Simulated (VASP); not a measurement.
# SrCl2 (Fm-3m) in VASP: a series of runs

One crystal, SrCl2, is run at these levels: PBE; tasks: single point.

All numbers are computed with VASP 6.6.1; they aren't measurements. Logs are shortened: lines on timing, memory, paths and dates and some standing lists are left out, and cuts for length are marked.

### 1 The structure

The structure is cubic, space group Fm-3m (No. 225). Conventional cell: a = 6.977 Å, b = 6.977 Å, c = 6.977 Å, α = 90.00°, β = 90.00°, γ = 90.00°. Sr (site symmetry m-3m) is surrounded by 8 Cl at 3.02 Å. Around Cl (site symmetry -43m) lie 4 Sr at 3.02 Å.

### 2 Single point, PBE

Contents of INCAR:

```
SYSTEM = SrCl2
ADDGRID = .False. ; ALGO = Normal
EDIFF = 1E-6 ; ENCUT = 450
GGA = PE ; ISIF = 2
ISMEAR = 0 ; LASPH = .True.
LCHARG = .False. ; LREAL = .False.
LWAVE = .False. ; NBANDS = 19
NELM = 100 ; PREC = Accurate
SIGMA = 0.5
```

Contents of KPOINTS:

```
k-points
0
Gamma
  6 6 6
  0 0 0
```

Contents of POSCAR:

```
SrCl2
1.0
    0.0000000000      3.4883500000      3.4883500000
    3.4883500000      0.0000000000      3.4883500000
    3.4883500000      3.4883500000      0.0000000000
Sr Cl
1 2
Direct
    0.0000000000      0.0000000000      0.0000000000
    0.7500000000      0.7500000000      0.7500000000
    0.2500000000      0.2500000000      0.2500000000
```

Potentials or basis: VASP PAW PBE potentials, release 64 (Sr_sv, Cl).

Launch:

```bash
cat potpaw_PBE.64/Sr_sv/POTCAR potpaw_PBE.64/Cl/POTCAR > POTCAR
mpirun -np 1 vasp_std > vasp.out
```

OUTCAR:

```text
SYSTEM = SrCl2
   EDIFF = 1E-6
   ENCUT = 450
   GGA = PE
   ISIF = 2
   ISMEAR = 0
   LASPH = .True.
   LREAL = .False.
   NELM = 100
   PREC = Accurate

 Found     16 irreducible k-points:

 Following reciprocal coordinates:
            Coordinates               Weight
  0.000000  0.000000  0.000000      1.000000
  0.166667  0.000000  0.000000      8.000000
  0.333333  0.000000  0.000000      8.000000
  0.500000  0.000000  0.000000      4.000000
  0.166667  0.166667  0.000000      6.000000
  0.333333  0.166667  0.000000     24.000000
   k-points           NKPTS =     16   k-points in BZ     NKDIM =     16   number of bands    NBANDS=     19
   number of dos      NEDOS =    301   number of ions     NIONS =      3
   total plane-waves  NPLWV =  46656
   dimension x,y,z NGX =    36 NGY =   36 NGZ =   36
   dimension x,y,z NGXF=    72 NGYF=   72 NGZF=   72
   ions per type =               1   2
   NGX,Y,Z   is equivalent  to a cutoff of  12.13, 12.13, 12.13 a.u.
   NGXF,Y,Z  is equivalent  to a cutoff of  24.26, 24.26, 24.26 a.u.
 SYSTEM =  SrCl2
   PREC   = accura    normal or accurate (medium, high low for compatibility)
   ISTART =      0    job   : 0-new  1-cont  2-samecut
   ICHARG =      2    charge: 1-file 2-atom 10-const
   ISPIN  =      1    spin polarized calculation?
   LNONCOLLINEAR =      F non collinear calculations
   LSORBIT =      F    spin-orbit coupling
   LASPH  =      T    aspherical Exc in radial PAW
   ENCUT  =  450.0 eV  33.07 Ry    5.75 a.u.   8.53  8.53  8.53*2*pi/ulx,y,z
   NELM   =    100;   NELMIN=  2; NELMDL= -5     # of ELM steps
   EDIFF  = 0.1E-05   stopping-criterion for ELM
   LREAL  =      F    real-space projection
   EDIFFG = 0.1E-04   stopping-criterion for IOM
   NSW    =      0    number of steps for IOM
   IBRION =     -1    ionic relax: 0-MD 1-quasi-New 2-CG
   NFREE  =      0    steps in history (QN), initial steepest desc. (CG)
   ISIF   =      2    stress and relaxation
   ISYM   =      2    0-nonsym 1-usesym 2-fastsym
   POTIM  = 0.5000    time-step for ionic-motion
   TEBEG  =    0.0;   TEEND  =   0.0 temperature during run
   PSTRESS=    0.0 pullay stress
   NELECT =      24.0000    total number of electrons
   NUPDOWN=      -1.0000    fix difference up-down
   EMIN   =  10.00;   EMAX   =-10.00  energy-range for DOS
   EFERMI =   0.00;   METHOD = LEGACY
   ISMEAR =     0;   SIGMA  =   0.50  broadening in eV -4-tet -1-fermi 0-gaus
   EFERMI_NEDOS =   21; number of points for ismear=-14 and -15
   IALGO  =     38    algorithm
   IMIX   =      4    mixing-type and parameters
     AMIX     =   0.40;   BMIX     =  1.00
     AMIX_MAG =   1.60;   BMIX_MAG =  1.00
  volume/ion in A,a.u.               =      28.30       190.97
  Fermi-wavevector in a.u.,A,eV,Ry     =   1.074439  2.030396 15.706833  1.154420
  Thomas-Fermi vector in A             =   2.210267
   LORBIT       =      0    0 simple, 1 ext, 2 COOP (PROOUT), +10 PAW based schemes
   GGA     = PE    functional components
   LHFCALC =     F    Hartree Fock is set to
   AEXX    =    0.0000 exact exchange contribution
   IVDW    =     0    specifies the selected vdW correction
   LEPSILON=     F    determine dielectric tensor
   LRPA    =     F    only Hartree local field effects (RPA)
 non-spin polarized calculation
 Gauss-broadening in eV      SIGMA  =   0.50
  energy-cutoff  :      450.00
  volume of cell :       84.90
 maximum number of plane-waves:      1868
 NGX is ok and might be reduce to    36
   NGX = 17   NGY = 17   NGZ = 17

 number of electron      24.0000003 magnetization

 Free energy of the ion-electron system (eV)
  ---------------------------------------------------
  ext. energy  EPLUGINS =         0.00000000
  ---------------------------------------------------
  free energy    TOTEN  =       -12.78095356 eV

  energy without entropy =      -12.78095356  energy(sigma->0) =      -12.78095356

 E-fermi :   2.4137     XC(G=0):  -8.2831

 val. band max:        0.1534631601   @ k =   0.5000   0.5000   0.0000
 cond. band min:       5.4898574817   @ k =   0.0000   0.0000   0.0000
 fundamental gap:      5.3363943216
 Fermi energy:         2.4136545610

 k-point     1 :       0.0000    0.0000    0.0000
  band No.  band energies     occupation
      1     -32.7345      2.00000
      2     -14.7253      2.00000
      3     -14.7253      2.00000
      4     -14.7253      2.00000
      5     -13.1534      2.00000
      6     -12.3034      2.00000
[... 11 lines left out ...]
     18       9.1879      0.00000
     19       9.4672      0.00000

 k-point     2 :       0.1667    0.0000    0.0000
  band No.  band energies     occupation
      1     -32.7337      2.00000
      2     -14.8130      2.00000
      3     -14.7288      2.00000
      4     -14.7288      2.00000
      5     -13.0032      2.00000
      6     -12.3603      2.00000
[... 11 lines left out ...]
     18       8.8998      0.00000
     19       9.9849      0.00000

 k-point     3 :       0.3333    0.0000    0.0000
  band No.  band energies     occupation
      1     -32.7321      2.00000
      2     -14.9518      2.00000
      3     -14.7357      2.00000
      4     -14.7357      2.00000
      5     -12.7880      2.00000
      6     -12.4157      2.00000
[... 11 lines left out ...]
     18       8.7377      0.00000
     19       9.2615      0.00000

 k-point     4 :       0.5000    0.0000    0.0000
  band No.  band energies     occupation
      1     -32.7313      2.00000
      2     -15.0090      2.00000
      3     -14.7391      2.00000
      4     -14.7391      2.00000
      5     -12.7550      2.00000
      6     -12.3762      2.00000
[... 11 lines left out ...]
     18       8.7727      0.00000
     19       8.9316      0.00000

 k-point     5 :       0.1667    0.1667    0.0000
  band No.  band energies     occupation
      1     -32.7334      2.00000
      2     -14.8339      2.00000
      3     -14.7335      2.00000
      4     -14.7335      2.00000
      5     -12.9486      2.00000
      6     -12.3833      2.00000
[... 11 lines left out ...]
     18       8.9332      0.00000
     19       9.1065      0.00000

 k-point     6 :       0.3333    0.1667    0.0000
  band No.  band energies     occupation
      1     -32.7321      2.00000
      2     -14.9343      2.00000
      3     -14.7559      2.00000
      4     -14.7411      2.00000
      5     -12.7350      2.00000
      6     -12.4578      2.00000
[... 11 lines left out ...]
     18       8.6697      0.00000
     19       9.5978      0.00000

 [... further k-points ...]

------------------------ aborting loop because EDIFF is reached ----------------------------------------

  FORCE on cell =-STRESS in cart. coord.  units (eV):
  Direction    XX          YY          ZZ          XY          YZ          ZX
  --------------------------------------------------------------------------------------
  -------------------------------------------------------------------------------------
  Total        0.5451003      0.5451003      0.5451003      0.0000000      0.0000000      0.0000000
  in kB       10.2871917     10.2871917     10.2871917      0.0000000      0.0000000      0.0000000
  external PRESSURE =      10.2871917 kB  Pullay stress =       0.0000000 kB

 VOLUME and BASIS-vectors are now :
 -----------------------------------------------------------------------------
  energy-cutoff  :      450.00
  volume of cell :       84.90
      direct lattice vectors                 reciprocal lattice vectors
     0.000000000  3.488350000  3.488350000    -0.143334241  0.143334241  0.143334241
     3.488350000  0.000000000  3.488350000     0.143334241 -0.143334241  0.143334241
     3.488350000  3.488350000  0.000000000     0.143334241  0.143334241 -0.143334241

 POSITION                                       TOTAL-FORCE (eV/Angst)
 -----------------------------------------------------------------------------------
      0.00000      0.00000      0.00000         0.000000      0.000000      0.000000
      5.23252      5.23252      5.23252        -0.000000      0.000000     -0.000000
      1.74418      1.74418      1.74418         0.000000     -0.000000      0.000000
 -----------------------------------------------------------------------------------
    total drift:                                0.000000      0.000000      0.000000

  FREE ENERGIE OF THE ION-ELECTRON SYSTEM (eV)
  ---------------------------------------------------
  free  energy   TOTEN  =       -12.7809535565 eV

  energy  without entropy=      -12.7809535565  energy(sigma->0) =      -12.78095356
```

Wall time 17 s (1 thread of Intel Xeon Platinum 8488C (Sapphire Rapids), shared host); peak memory 0.2 GiB.

The run converged, but some of its settings lie outside the range that counts as converged, so its numbers aren't taken as properties of the crystal.

Results:

```
Free energy            : -12.7810 eV
Pressure               : 1.0 GPa
Band gap on the k mesh : 5.34 eV, indirect (least direct gap 5.50 eV)
```

### 3 Single point, PBE

INCAR is that of step 2.

KPOINTS is that of step 2.

Contents of POSCAR:

```
SrCl2
1.0
    0.0000000000      3.4883500000      3.4883500000
    3.4883500000      0.0000000000      3.4883500000
    3.4883500000      3.4883500000      0.0000000000
Sr Cl
1 2
Direct
    0.0068970000     -0.0112840000      0.0399150000
    0.7604860000      0.7424010000      0.7508940000
    0.2477780000      0.2469560000      0.2707310000
```

Potentials or basis: VASP PAW PBE potentials, release 64 (Sr_sv, Cl).

Launch:

```bash
cat potpaw_PBE.64/Sr_sv/POTCAR potpaw_PBE.64/Cl/POTCAR > POTCAR
mpirun -np 1 vasp_std > vasp.out
```

It took 95 s on 1 thread of Intel Xeon Platinum 8488C (Sapphire Rapids), shared host; peak memory 0.29 GiB.

These settings aren't checked as converged: the numbers below hold their error.

What came out:

```
Free energy            : -12.7431 eV
Pressure               : 1.3 GPa
Largest force          : 0.427 eV/Å
Band gap on the k mesh : 5.31 eV, indirect (least direct gap 5.50 eV)
```

### 4 Single point, PBE

Edit INCAR of step 3 so:

```diff
@@ -8,2 +8,2 @@
 NELM = 100 ; PREC = Accurate
-SIGMA = 0.5
+SIGMA = 0.2
```

KPOINTS is that of step 3.

Contents of POSCAR:

```
SrCl2
1.0
    0.0000000000      3.4883500000      3.4883500000
    3.4883500000      0.0000000000      3.4883500000
    3.4883500000      3.4883500000      0.0000000000
Sr Cl
1 2
Direct
    0.0000000000      0.0000000000      0.0000000000
    0.7500000000      0.7500000000      0.7500000000
    0.2500000000      0.2500000000      0.2500000000
```

Launch:

```bash
cat potpaw_PBE.64/Sr_sv/POTCAR potpaw_PBE.64/Cl/POTCAR > POTCAR
mpirun -np 1 vasp_std > vasp.out
```

It took 17 s on 1 thread of Intel Xeon Platinum 8488C (Sapphire Rapids), shared host; peak memory 0.2 GiB.

The run converged, but some of its settings lie outside the range that counts as converged, so its numbers aren't taken as properties of the crystal.

What came out:

- Free energy: -12.7810 eV
- Pressure: 1.0 GPa
- Band gap on the k mesh: 5.34 eV, indirect (least direct gap 5.50 eV)

### 5 Single point, PBE

INCAR is that of step 4.

KPOINTS is that of step 4.

Contents of POSCAR:

```
SrCl2
1.0
    0.0000000000      3.4883500000      3.4883500000
    3.4883500000      0.0000000000      3.4883500000
    3.4883500000      3.4883500000      0.0000000000
Sr Cl
1 2
Direct
    0.0068970000     -0.0112840000      0.0399150000
    0.7604860000      0.7424010000      0.7508940000
    0.2477780000      0.2469560000      0.2707310000
```

Launch:

```bash
cat potpaw_PBE.64/Sr_sv/POTCAR potpaw_PBE.64/Cl/POTCAR > POTCAR
mpirun -np 1 vasp_std > vasp.out
```

Run time: 99 s. Hardware: 1 thread of Intel Xeon Platinum 8488C (Sapphire Rapids), shared host; peak memory 0.29 GiB.

The run converged, but some of its settings lie outside the range that counts as converged, so its numbers aren't taken as properties of the crystal.

What came out:

```yaml
Free_energy: -12.7431 eV
Pressure: 1.3 GPa
Largest_force: 0.427 eV/Å
Band_gap_on_the_k_mesh: 5.31 eV, indirect (least direct gap 5.50 eV)
```

### 6 For comparison

An earlier run on the cell as given: functional PBE; potentials or basis VASP PAW PBE potentials, release 64 (Sr_sv, Cl); cutoff 520 eV; k mesh 7 × 7 × 7; occupations fermi-dirac, width 0.05 eV; no spin polarisation.

- Pressure: 1.1 GPa
- Band gap on the k mesh: 5.37 eV, indirect (least direct gap 5.68 eV)
